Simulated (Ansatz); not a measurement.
## BaO: one input, then a changed one

The cell is COD entry 5910030, as deposited and not checked against the literature; nothing was relaxed. It differs from other determinations.

First run: DFT, PBE, all-electron LAPW, scalar-relativistic (Ansatz 0.2.0).

Command: `ansatz run input.yaml --threads 1 --pin off --max-ram 2048MiB --backend cpu --events-out ev --progress --plain --runs-dir out` The run took 8.2 s on 1 thread of Arm Neoverse V1, with other jobs on the host, peak memory 0.28 GiB.

```yaml
crystal:
  lattice:
    - [0.0, 2.75, 2.75]
    - [2.75, 0.0, 2.75]
    - [2.75, 2.75, 0.0]
  atoms:
    - { symbol: Ba, position: [0.0, 0.0, 0.0] }
    - { symbol: O, position: [0.5, 0.5, 0.5] }
kpoints:
  mp_grid: { grid: [8, 8, 8] }
scf:
  occupations: { method: fermi_dirac, width: 0.02 }
hamiltonian:
  xc: pbe
  pseudopotentials:
    kind: all_electron
    lapw: { basis_error: 0.0005 }
    dirac_shells: { Ba: ["3p", "3d"] }
output:
  forces: true
  stress: true
  eigenvalues: true
```

Result: converged; pressure 3.03 GPa; gap on the k mesh 1.97 eV; 9 SCF iterations.

Spin–orbit coupling is left out, though it moves levels of the heavy atoms by tenths of an eV or more.

A second input differs as follows:

```diff
@@ -1,7 +1,7 @@
 crystal:
   lattice:
-    - [0.0, 2.75, 2.75]
-    - [2.75, 0.0, 2.75]
-    - [2.75, 2.75, 0.0]
+    - [0.0, 2.2, 2.2]
+    - [2.2, 0.0, 2.2]
+    - [2.2, 2.2, 0.0]
   atoms:
     - { symbol: Ba, position: [0.0, 0.0, 0.0] }
@@ -11,4 +11,5 @@
 scf:
   occupations: { method: fermi_dirac, width: 0.02 }
+  max_iter: 60
 hamiltonian:
   xc: pbe
```

Question: What is wrong with it, and what does the program do?

Answer: The fault is a lattice far too small. The run converged; pressure 205.5 GPa; no gap on the k mesh; 9 SCF iterations. The numbers describe a strongly squeezed or stretched cell, not the crystal at ambient pressure. The log ends:
```
  P = ⅓ Tr σ = 205.5277 GPa (2055.277 kbar)
--- Band table (eV; the first three rows and the last of 29) ---
  k-point 0: bands = ["-477.2635", "-207.0283", "-144.1814", "-144.1814", "-144.1814", "-53.0749", "-53.0749", "-53.0749", "-53.0677", "-53.0677", "-2.1662", "11.3221", "17.3276", "17.3276", "17.3276", "24.7473", "24.7473", "24.7473", "30.8251", "30.8251", "30.8251", "32.4216"]
  k-point 1: bands = ["-477.2635", "-207.0283", "-144.1815", "-144.1815", "-144.1815", "-53.0746", "-53.0744", "-53.0744", "-53.0676", "-53.0676", "-1.8786", "10.4464", "17.3381", "17.3381", "17.4681", "24.0859", "24.0859", "24.2726", "29.9856", "31.3153", "31.3153", "34.3985"]
  k-point 2: bands = ["-477.2635", "-207.0283", "-144.1815", "-144.1815", "-144.1815", "-53.0740", "-53.0735", "-53.0735", "-53.0673", "-53.0673", "-1.0499", "8.4280", "17.4041", "17.4041", "17.5617", "22.7331", "22.7331", "23.4182", "30.0867", "32.6425", "32.6425", "36.5559"]
  k-point 28: bands = ["-477.2635", "-207.0283", "-144.1815", "-144.1815", "-144.1815", "-53.0726", "-53.0726", "-53.0686", "-53.0685", "-53.0661", "1.8795", "6.4611", "12.0187", "12.0187", "18.2518", "22.0733", "27.4496", "27.4496", "30.9664", "30.9664", "37.2924", "37.2924"]
```
